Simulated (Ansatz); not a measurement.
# Convergence notes, G0W0 on MgS (Fm-3m)

MgS (started from an entry of an open crystallographic database), relaxed with r2SCAN; one-shot G0W0 in Ansatz without spin-orbit coupling. The values are computed, spin-unpolarised, and not measurements.

```cif
data_structure
_symmetry_space_group_name_H-M 'Fm-3m'
_symmetry_Int_Tables_number 225
_cell_length_a 5.2030
_cell_length_b 5.2030
_cell_length_c 5.2030
_cell_angle_alpha 90.000
_cell_angle_beta 90.000
_cell_angle_gamma 90.000
_cell_volume 140.85
loop_
_atom_site_label
_atom_site_type_symbol
_atom_site_symmetry_multiplicity
_atom_site_Wyckoff_symbol
_atom_site_fract_x
_atom_site_fract_y
_atom_site_fract_z
_atom_site_occupancy
Mg1 Mg 4 a 0.00000 0.00000 0.00000 1
S1 S 4 b 0.50000 0.00000 0.00000 1
```

Gaps are read over the mesh points alone. G0W0 here is at a finite number of bands, screening cutoff and k mesh, not at the basis limit.
```csv
start,potentials,frequency model,mesh,empty bands,screening cutoff (eV),Kohn-Sham gap (eV),G0W0 gap (eV),rough cost
PBE,PAW,contour deformation,4×4×4,57,80,2.77,3.99,4 core-seconds
PBE,PAW,contour deformation,4×4×4,132,140,2.77,4.14,12 core-seconds
PBE,PAW,contour deformation,4×4×4,243,210,2.77,4.23,40 core-seconds
HSE06,PAW,contour deformation,4×4×4,132,140,3.80,4.63,40 core-seconds
LDA,PAW,contour deformation,4×4×4,132,140,2.53,4.04,12 core-seconds
r2SCAN,PAW,contour deformation,4×4×4,132,140,3.44,4.52,15 core-seconds
PBE,PAW,Godby-Needs pole,4×4×4,132,140,2.77,4.12,14 core-seconds
PBE,PAW,contour deformation,6×6×6,57,80,2.79,4.04,20 core-seconds
PBE,norm-conserving,contour deformation,4×4×4,132,140,2.76,4.11,28 core-seconds
```

G0W0 moves the gap on the mesh from 2.77 eV (PBE) to 4.23 eV (Γ to X). Renormalisation factors Z lie between 0.76 and 0.81.

Raising bands and cutoff together moves the gap by +0.15 eV (80 to 140 eV), then +0.09 eV (140 to 210 eV); the last step is still large, so the basis limit isn't reached. Starting from HSE06 (3.80 eV against PBE's 2.77 eV) gives 4.63 eV, +0.49 eV from G0W0@PBE at the same screening cutoff. Starting from LDA (2.53 eV against PBE's 2.77 eV) gives 4.04 eV, -0.10 eV from G0W0@PBE at the same screening cutoff. Starting from r2SCAN (3.44 eV against PBE's 2.77 eV) gives 4.52 eV, +0.38 eV from G0W0@PBE at the same screening cutoff. The Godby-Needs plasmon pole differs from contour deformation by -0.02 eV. A 6×6×6 mesh in place of 4×4×4 changes the opening over PBE by +0.03 eV (the gap on the mesh by +0.05 eV, the PBE gap by +0.02 eV). Norm-conserving potentials (wave cutoff 1143 eV against 420 eV) shift the quasiparticle gap by -0.03 eV and the PBE gap by -0.01 eV. r2SCAN runs take a wave cutoff of 500 eV.
